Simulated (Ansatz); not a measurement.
The system is WS2 (Tungstenite).

```
W S
1.0
     3.18000    0.00000    0.00000
    -1.59000    2.75396    0.00000
     0.00000    0.00000   12.50000
W S
2 4
Direct
  0.66667 0.33333 0.75000
  0.33333 0.66667 0.25000
  0.66667 0.33333 0.37500
  0.33333 0.66667 0.87500
  0.66667 0.33333 0.12500
  0.33333 0.66667 0.62500
```

Base run:

```yaml
Program: Ansatz 0.2.0
Functional: PBE
Potentials_or_basis: all-electron LAPW, scalar-relativistic
Cutoff: 259 eV (chosen from the basis error)
Basis_error_allowed: 0.002 eV/atom
k_mesh: 10 × 10 × 3
Occupations: fermi-dirac, width 0.05 eV
Spin: no spin polarisation
```

Its results: band gap on the k mesh 1.12 eV, indirect (least direct gap 2.09 eV); pressure 2.3 GPa; largest force 0.133 eV/Å.

Task: The run is repeated on the same cell with these changes: functional from PBE to LDA. What comes out?

Result: Band gap on the k mesh 1.04 eV, indirect (least direct gap 2.06 eV); pressure -5.6 GPa; largest force 0.356 eV/Å.

LDA binds more tightly than PBE, so the same cell stands under less pressure.

Caveats: spin-orbit coupling is left out, which moves the levels of the heavy elements; this functional lacks dispersion, which binds the layers, so the pressure and a relaxed spacing across them are unreliable (some runs).

A k mesh can miss the band edges.
